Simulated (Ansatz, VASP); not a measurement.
## H: VASP beside Ansatz

```xyz
1
Lattice="2.6496 0.0000 0.0000 0.0000 2.6496 0.0000 0.0000 0.0000 0.9805" Properties=species:S:1:pos:R:3 pbc="T T T"
H     0.0000    0.0000    0.4902
```

Alike in both runs: task single point; functional PBE; k mesh 10 × 10 × 26; occupations gaussian, width 0.05 eV; no spin polarisation.

|  | VASP | Ansatz |
| --- | --- | --- |
| version | VASP 6.6.1 | Ansatz 0.2.0 |
| potentials or method | VASP PAW PBE potentials, release 54 (H) | Ansatz PAW |
| plane-wave cutoff (eV) | 520 | 420 |
| valence electrons in the cell | 1 | 1 |

VASP gave:

- gap on the k mesh at the Fermi level (eV): none
- pressure (GPa): 1.6
- largest component of the traceless stress (GPa): 1.50

What did Ansatz give for the same quantities?

gap on the k mesh at the Fermi level (eV): none; pressure (GPa): 1.9; largest component of the traceless stress (GPa): 1.50.

A gap of «none» marks a metal or a gap that the smearing closes.
